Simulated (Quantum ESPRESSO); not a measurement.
V, 1 atom in the cell. It takes space group Im-3m (No. 229, cubic). The conventional cell has a = 3.029 Å, b = 3.029 Å, c = 3.029 Å, α = 90.00°, β = 90.00°, γ = 90.00°. V (site symmetry m-3m) has 8 V at 2.62 Å as nearest neighbours. 

```yaml
Program: Quantum ESPRESSO 7.5
Task: single point
Functional: PBE
Potentials_or_basis: SSSP 1.3 efficiency PBE
Cutoff: 748 eV
Density_cutoff: 5987 eV
k_mesh: 12 × 12 × 12
Occupations: fermi-dirac, width 0.05 eV
Spin: collinear spin, ferromagnetic start
Starting_moments: "[2.0] μB"
Mixing_beta: 0.3
Most_SCF_iterations: 120
SCF_threshold: 2e-10 Ry
```

Potentials or basis: SSSP 1.3 efficiency PBE.

The run is started by

```bash
$ OMP_NUM_THREADS=1 pw.x -in pw.in > pw.out
$ OMP_NUM_THREADS=1 pp.x -in pp_density.in > pp_density.out
$ OMP_NUM_THREADS=1 pp.x -in pp_potential.in > pp_potential.out
$ OMP_NUM_THREADS=1 pp.x -in pp_spin.in > pp_spin.out
```

Hardware: 1 thread of Arm Neoverse V2 (shared host).

**Question.** Estimate the wall time of this run.

**Answer.** It took 26 s on 1 thread of Arm Neoverse V2, on a shared host, peak memory 0.1 GiB. Counts: scf iterations 14, bands 15, k points 72, g dense 14627.
